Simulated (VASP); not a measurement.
# PtS2 in VASP: a series of runs, part 2 of 2

VASP 6.6.1. Earlier steps stand in the parts before.

## Step 3: Single point, PBE

This run uses another cell than the first one, of 62.65 Å³/atom, 0.852 times its volume.

INCAR reads:

```
ALGO     = Normal         # electronic algorithm
DIPOL    = 0.5 0.5 0.500
EDIFF    = 1E-7           # SCF threshold, eV
ENCUT    = 460            # plane-wave cutoff, eV
GGA      = PE             # functional
IDIPOL   = 3            
ISIF     = 2              # what is computed and relaxed
ISMEAR   = 0              # smearing method
LASPH    = T              # aspherical terms in the spheres
LCHARG   = F              # write CHGCAR
LDIPOL   = T            
LREAL    = F              # projectors in reciprocal space
LVACPOTAV= T            
LVHAR    = T            
LWAVE    = F              # write WAVECAR
NBANDS   = 22             # bands
NELM     = 120            # most SCF steps
PREC     = Accurate       # precision mode
SIGMA    = 0.05           # smearing width, eV
```

KPOINTS reads:

```
k-points
0
Gamma
  9 9 1
```

POSCAR reads:

```
PtS2
1.0
    3.5432000000      0.0000000000      0.0000000000
   -1.7716000000      3.0685012100      0.0000000000
    0.0000000000      0.0000000000     17.2876152000
S Pt
2 1
Direct
    0.6666666667      0.3333333333      0.4338365884
    0.3333333333      0.6666666667      0.5661634116
    0.0000000000      0.0000000000      0.5000000000
```

Potentials or basis: VASP PAW PBE potentials, release 64 (S, Pt).

On the command line:

```sh
$ cat potpaw_PBE.64/S/POTCAR potpaw_PBE.64/Pt/POTCAR > POTCAR
$ mpirun -np 1 vasp_std > vasp.out
```

OUTCAR:

```text
EDIFF = 1E-7
   ENCUT = 460
   GGA = PE
   ISIF = 2
   ISMEAR = 0
   LASPH = T
   LREAL = F
   NELM = 120
   PREC = Accurate

 Found     12 irreducible k-points:

 Following reciprocal coordinates:
            Coordinates               Weight
  0.000000  0.000000  0.000000      1.000000
  0.111111 -0.000000  0.000000      6.000000
  0.222222  0.000000  0.000000      6.000000
  0.333333 -0.000000  0.000000      6.000000
  0.444444  0.000000  0.000000      6.000000
  0.111111  0.111111  0.000000      6.000000
   k-points           NKPTS =     12   k-points in BZ     NKDIM =     12   number of bands    NBANDS=     22
   number of dos      NEDOS =    301   number of ions     NIONS =      3
   total plane-waves  NPLWV =  98784
   dimension x,y,z NGX =    28 NGY =   28 NGZ =  126
   dimension x,y,z NGXF=    56 NGYF=   56 NGZF=  252
   ions per type =               2   1
   NGX,Y,Z   is equivalent  to a cutoff of  13.14, 13.14, 12.12 a.u.
   NGXF,Y,Z  is equivalent  to a cutoff of  26.28, 26.28, 24.23 a.u.
 SYSTEM =  unknown system
   PREC   = accura    normal or accurate (medium, high low for compatibility)
   ISTART =      0    job   : 0-new  1-cont  2-samecut
   ICHARG =      2    charge: 1-file 2-atom 10-const
   ISPIN  =      1    spin polarized calculation?
   LNONCOLLINEAR =      F non collinear calculations
   LSORBIT =      F    spin-orbit coupling
   LASPH  =      T    aspherical Exc in radial PAW
   ENCUT  =  460.0 eV  33.81 Ry    5.81 a.u.   6.20  6.20 30.23*2*pi/ulx,y,z
   NELM   =    120;   NELMIN=  2; NELMDL= -5     # of ELM steps
   EDIFF  = 0.1E-06   stopping-criterion for ELM
   LREAL  =      F    real-space projection
   EDIFFG = 0.1E-05   stopping-criterion for IOM
   NSW    =      0    number of steps for IOM
   IBRION =     -1    ionic relax: 0-MD 1-quasi-New 2-CG
   NFREE  =      0    steps in history (QN), initial steepest desc. (CG)
   ISIF   =      2    stress and relaxation
   ISYM   =      2    0-nonsym 1-usesym 2-fastsym
   POTIM  = 0.5000    time-step for ionic-motion
   TEBEG  =    0.0;   TEEND  =   0.0 temperature during run
   PSTRESS=    0.0 pullay stress
   NELECT =      22.0000    total number of electrons
   NUPDOWN=      -1.0000    fix difference up-down
   EMIN   =  10.00;   EMAX   =-10.00  energy-range for DOS
   EFERMI =   0.00;   METHOD = LEGACY
   ISMEAR =     0;   SIGMA  =   0.05  broadening in eV -4-tet -1-fermi 0-gaus
   EFERMI_NEDOS =   21; number of points for ismear=-14 and -15
   IALGO  =     38    algorithm
   IMIX   =      4    mixing-type and parameters
     AMIX     =   0.40;   BMIX     =  1.00
     AMIX_MAG =   1.60;   BMIX_MAG =  1.00
  volume/ion in A,a.u.               =      62.65       422.80
  Fermi-wavevector in a.u.,A,eV,Ry     =   0.800811  1.513313  8.725393  0.641298
  Thomas-Fermi vector in A             =   1.908178
   LORBIT       =      0    0 simple, 1 ext, 2 COOP (PROOUT), +10 PAW based schemes
   GGA     = PE    functional components
   LHFCALC =     F    Hartree Fock is set to
   AEXX    =    0.0000 exact exchange contribution
   IVDW    =     0    specifies the selected vdW correction
   LEPSILON=     F    determine dielectric tensor
   LRPA    =     F    only Hartree local field effects (RPA)
 non-spin polarized calculation
 Gauss-broadening in eV      SIGMA  =   0.05
  energy-cutoff  :      460.00
  volume of cell :      187.96
 maximum number of plane-waves:      4249
 NGX is ok and might be reduce to    28
   NGX = 13   NGY = 13   NGZ = 61

 dipolmoment           0.000000      0.000000      0.000000 electrons x Angstroem

 number of electron      22.0000000 magnetization

 dipolmoment           0.000000      0.000000     -0.000000 electrons x Angstroem

 Free energy of the ion-electron system (eV)
  ---------------------------------------------------
  ext. energy  EPLUGINS =         0.00000000
  ---------------------------------------------------
  free energy    TOTEN  =       -15.32183162 eV

  energy without entropy =      -15.32183162  energy(sigma->0) =      -15.32183162

 E-fermi :  -2.4916     XC(G=0):  -3.6931

 val. band max:       -2.7238994599   @ k =   0.2222   0.1111   0.0000
 cond. band min:      -0.8572324644   @ k =   0.2222   0.0000   0.0000
 fundamental gap:      1.8666669954
 Fermi energy:        -2.4915669929

 k-point     1 :       0.0000    0.0000    0.0000
  band No.  band energies     occupation
      1     -17.3255      2.00000
      2     -14.5528      2.00000
      3      -8.9620      2.00000
      4      -8.9620      2.00000
      5      -8.1752      2.00000
      6      -5.9274      2.00000
[... 124 lines left out ...]
      6      -6.4611      2.00000
[... 14 lines left out ...]
     21       7.5859      0.00000
     22       8.0171      0.00000

 [... further k-points ...]

------------------------ aborting loop because EDIFF is reached ----------------------------------------

  FORCE on cell =-STRESS in cart. coord.  units (eV):
  Direction    XX          YY          ZZ          XY          YZ          ZX
  --------------------------------------------------------------------------------------
  -------------------------------------------------------------------------------------
  Total        3.4936699      3.4936699      3.0771586     -0.0000000      0.0000000     -0.0000000
  in kB       29.7807344     29.7807344     26.2303093     -0.0000000      0.0000000     -0.0000000
  external PRESSURE =      28.5972594 kB  Pullay stress =       0.0000000 kB

 VOLUME and BASIS-vectors are now :
 -----------------------------------------------------------------------------
  energy-cutoff  :      460.00
  volume of cell :      187.96
      direct lattice vectors                 reciprocal lattice vectors
     3.543200000  0.000000000  0.000000000     0.282230752  0.162946001  0.000000000
    -1.771600000  3.068501210  0.000000000     0.000000000  0.325892001  0.000000000
     0.000000000  0.000000000 17.287615200     0.000000000  0.000000000  0.057844878

 POSITION                                       TOTAL-FORCE (eV/Angst)
 -----------------------------------------------------------------------------------
      1.77160      1.02283      7.50000         0.000000      0.000000     -1.354627
     -0.00000      2.04567      9.78762        -0.000000      0.000000      1.354627
      0.00000      0.00000      8.64381        -0.000000      0.000000      0.000000
 -----------------------------------------------------------------------------------
    total drift:                                0.000000     -0.000000     -0.000000

  FREE ENERGIE OF THE ION-ELECTRON SYSTEM (eV)
  ---------------------------------------------------
  free  energy   TOTEN  =       -15.3218316155 eV

  energy  without entropy=      -15.3218316155  energy(sigma->0) =      -15.32183162

 vacuum level on the upper side and lower side of the slab         3.579         3.579
```

OSZICAR:

```text
N       E                     dE             d eps       ncg     rms          rms(c)
DAV:   1     0.140523621376E+03    0.14052E+03   -0.75408E+03   528   0.697E+02
DAV:   2    -0.411432292677E+01   -0.14464E+03   -0.13395E+03   708   0.153E+02
DAV:   3    -0.165110742715E+02   -0.12397E+02   -0.12258E+02   664   0.498E+01
[... 14 lines left out ...]
DAV:  18    -0.153218281409E+02   -0.62168E-05   -0.47105E-07   528   0.254E-03    0.968E-03
DAV:  19    -0.153218298935E+02   -0.17527E-05   -0.15522E-07   518   0.145E-03    0.496E-03
DAV:  20    -0.153218313708E+02   -0.14773E-05   -0.96787E-07   618   0.409E-03    0.828E-03
DAV:  21    -0.153218315397E+02   -0.16881E-06   -0.10461E-07   594   0.151E-03    0.366E-03
DAV:  22    -0.153218316155E+02   -0.75836E-07   -0.43465E-08   540   0.906E-04
   1 F= -.15321832E+02 E0= -.15321832E+02  d E =-.175433E-11
```

stdout:

```text
POSCAR found type information on POSCAR S Pt
 POSCAR found :  2 types and       3 ions
 scaLAPACK will be used
 LDA part: xc-table for (Slater+PW92), standard interpolation
 POSCAR, INCAR and KPOINTS ok, starting setup
 FFT: planning ... GRIDC
 FFT: planning ... GRID_SOFT
 FFT: planning ... GRID
 WAVECAR not read
 entering main loop
 -----------------------------------------------------------------------------
|                                                                             |
|           W    W    AA    RRRRR   N    N  II  N    N   GGGG   !!!           |
|           W    W   A  A   R    R  NN   N  II  NN   N  G    G  !!!           |
|           W    W  A    A  R    R  N N  N  II  N N  N  G       !!!           |
|           W WW W  AAAAAA  RRRRR   N  N N  II  N  N N  G  GGG   !            |
|           WW  WW  A    A  R   R   N   NN  II  N   NN  G    G                |
|           W    W  A    A  R    R  N    N  II  N    N   GGGG   !!!           |
|                                                                             |
|     Did not find any points to average over, which means that no vacuum     |
|     field-free region was found. Please increase the size of  your cell     |
|     in the dimension of the dipole correction to obtain accurate            |
|     workfunction values.                                                    |
|                                                                             |
 -----------------------------------------------------------------------------
```

Wall time 71 s (1 thread of Intel Xeon Platinum 8259CL at 2.50GHz (Skylake/Cascade Lake), shared host); peak memory 0.31 GiB.

The run converged, but some of its settings lie outside the range that counts as converged, so its numbers aren't taken as properties of the slab.

What came out:

```yaml
Free_energy: -15.3218 eV
Largest_force: 1.355 eV/Å
Band_gap_on_the_k_mesh: 1.87 eV, indirect (least direct gap 1.92 eV)
Ionisation_potential_of_the_upper_face: 6.30 eV
```

Caveat: spin-orbit coupling is left out, which moves the levels of the heavy elements.

## Step 4: Single point, HSE06

This run uses another cell than the first one, of 18.26 Å³/atom, 0.248 times its volume.

POSCAR reads:

```
PtS2
1.0
    3.5432000000      0.0000000000      0.0000000000
   -1.7716000000      3.0685012107      0.0000000000
    0.0000000000      0.0000000000      5.0388000000
Pt S
1 2
Direct
    0.0000000000      0.0000000000      0.0000000000
    0.6666666667      0.3333333333      0.7730000000
    0.3333333333      0.6666666667      0.2270000000
```

INCAR.step1 reads:

```
  ALGO = Normal
  EDIFF = 1E-5
  ENCUT = 400
  GGA = PE
  ISIF = 2
  ISMEAR = 0
  LASPH = T
  LREAL = F
  LWAVE = T
  NBANDS = 19
  NELM = 100
  NKRED = 1
  PREC = Accurate
  SIGMA = 0.01
```

INCAR.step2 reads:

```
  ALGO = Normal
  EDIFF = 1E-6
  ENCUT = 400
  GGA = PE
  HFSCREEN = 0.2
  ISIF = 2
  ISMEAR = 0
  ISTART = 1
  LASPH = T
  LCHARG = F
  LHFCALC = T
  LREAL = F
  LWAVE = F
  NBANDS = 19
  NELM = 100
  NKRED = 1
  PREC = Accurate
  PRECFOCK = Normal
  SIGMA = 0.01
```

KPOINTS reads:

```
k-points
0
Gamma
  6 6 4
```

Potentials or basis: VASP PAW PBE potentials, release 64 (Pt, S).

On the command line:

```sh
$ cat potpaw_PBE.64/Pt/POTCAR potpaw_PBE.64/S/POTCAR > POTCAR
$ cp INCAR.step1 INCAR
$ mpirun -np 1 vasp_std > vasp.out
$ cp INCAR.step2 INCAR
$ mpirun -np 1 vasp_std > vasp.out
```

Run time: 23 min. Hardware: 1 thread of Intel Xeon 6975P-C (Granite Rapids), shared host; peak memory 0.27 GiB.

These settings aren't checked as converged: the numbers below hold their error.

What came out:

```yaml
Free_energy: -18.6334 eV
Pressure: 6.5 GPa
Largest_force: 0.844 eV/Å
Band_gap_on_the_k_mesh: 1.66 eV, indirect (least direct gap 2.26 eV)
```

Caveat: the PAW data sets were made with another functional, which shifts forces and pressure a little; spin-orbit coupling is left out, which moves the levels of the heavy elements.

## Step 5: For comparison

An earlier run on the cell as given: functional PBEsol; potentials or basis VASP PAW PBE potentials, release 64 (Pt, S); cutoff 520 eV; k mesh 9 × 9 × 5; occupations fermi-dirac, width 0.05 eV; no spin polarisation.

- Pressure: 6.1 GPa
- Largest force: 0.930 eV/Å
- Band gap on the k mesh: 0.96 eV, indirect (least direct gap 1.00 eV)
